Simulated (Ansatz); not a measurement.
**AlNi: symmetry broken, then relaxed**

Level of theory: DFT PBEsol, scalar-relativistic, plane waves, PAW in Ansatz 0.2.0. Settings: plane waves to 420 eV, k-mesh 12×8×8 (Γ-centred), Gaussian smearing 0.15 eV. No spin polarisation. A magnetic state may lie lower. Energies are free energies at this smearing, counted from the undisturbed cell; pressure is positive in compression.

The undisturbed cell (relaxed at this level; it needn't be the usual structure):

```
CELL_PARAMETERS angstrom
-2.02133 2.02135 0.00000
-2.02133 -2.02135 -2.86941
-2.02133 -2.02135 2.86941
ATOMIC_POSITIONS crystal
Al 0.00000 0.00000 0.00000
Al 0.00000 0.50000 0.50000
Ni 0.50000 0.00000 0.50000
Ni 0.50000 0.50000 0.00000
```

The atoms are displaced (Å, in the unstrained cell):

```
atom ux uy uz
 Al1   0.121   0.128  -0.142
 Al2  -0.121  -0.128   0.142
 Ni3   0.158  -0.059  -0.083
 Ni4  -0.158   0.059   0.083
```

Cell and atoms are then relaxed.

**Question.** Does the relaxation return to the undisturbed structure?

**Answer.** Yes (up to a choice of domain or origin): same space group and volume, and an energy 0.0 meV/atom from it. The disturbance itself cost 140.9 meV/atom. The final space group reads Pm-3m (tolerance 0.05 Å) and the volume changes by 0.01 %.

Final structure:

```
CELL_PARAMETERS angstrom
-2.01497 2.01497 0.00000
-2.02841 -2.02841 -2.86868
-2.02840 -2.02841 2.86868
ATOMIC_POSITIONS crystal
Al 0.99999 0.00001 0.00001
Al 0.00001 0.49999 0.49999
Ni 0.50000 0.99999 0.50001
Ni 0.50000 0.50001 0.99999
```

The relaxation, step by step (energy from the first step; small jumps at an unchanged geometry come where the plane waves are selected anew for the new cell):

| step | ΔE (meV/atom) | largest force component (eV/Å) | pressure (GPa) |
| --- | --- | --- | --- |
| 1 | 0.0 | 1.272 | 4.65 |
| 2 | -88.0 | 0.721 | 2.46 |
| 3 | -140.1 | 0.009 | -1.49 |
| 4 | -140.8 | 0.000 | 0.42 |
| 5 | -140.9 | 0.000 | 0.01 |
| 6 | -140.9 | 0.000 | 0.01 |

Cost: 3 runs of about 1.7 core-minutes in all, on Intel Xeon 6975P-C (Granite Rapids) (shared hosts).